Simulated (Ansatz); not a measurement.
## KBr: single point with PBE

The system is KBr.

```
CELL_PARAMETERS angstrom
4.04350 0.00000 0.00000
0.00000 4.04350 0.00000
0.00000 0.00000 4.04350
ATOMIC_POSITIONS crystal
Br 0.50038 0.49474 0.50228
K 0.99884 0.99978 0.97651
```

The cell comes from a database or a generator and needn't be the stable form of this composition.

The cell isn't the ideal one: atoms moved at random, drawn with an rms of 0.05 Å.

| Item | Value |
| --- | --- |
| Program | Ansatz 0.2.0 |
| Task | single point |
| Functional | PBE |
| Potentials or basis | all-electron LAPW, scalar-relativistic |
| Cutoff | 118 eV (chosen from the basis error) |
| Basis error allowed | 0.001 eV/atom |
| k mesh | 7 × 7 × 7 |
| Occupations | fermi-dirac, width 0.05 eV |
| Spin | no spin polarisation |

```
Pressure               : 0.0 GPa
Largest force          : 0.058 eV/Å
Band gap on the k mesh : 3.89 eV, indirect (least direct gap 4.13 eV)
Loewdin charges        : Br -0.68; K +0.74 e
```

Forces on the atoms (eV/Å):
```
Br  -0.004  0.012 -0.057
K    0.004 -0.012  0.057
```

Levels at points of the mesh, in eV from the valence-band top:
| k point | band 13 | band 14 | band 15 | band 16 | band 17 | band 18 | band 19 | band 20 |
| --- | --- | --- | --- | --- | --- | --- | --- | --- |
| (0.00, 0.00, 0.00) | -12.05 | -0.24 | -0.24 | -0.24 | 3.89 | 5.88 | 5.91 | 9.63 |

Run time: 32 s on 1 thread of Arm Neoverse V1, with other jobs on the host, peak memory 0.37 GiB.

Caveat: an odd mesh through Γ misses points on the zone boundary, where band edges often lie.
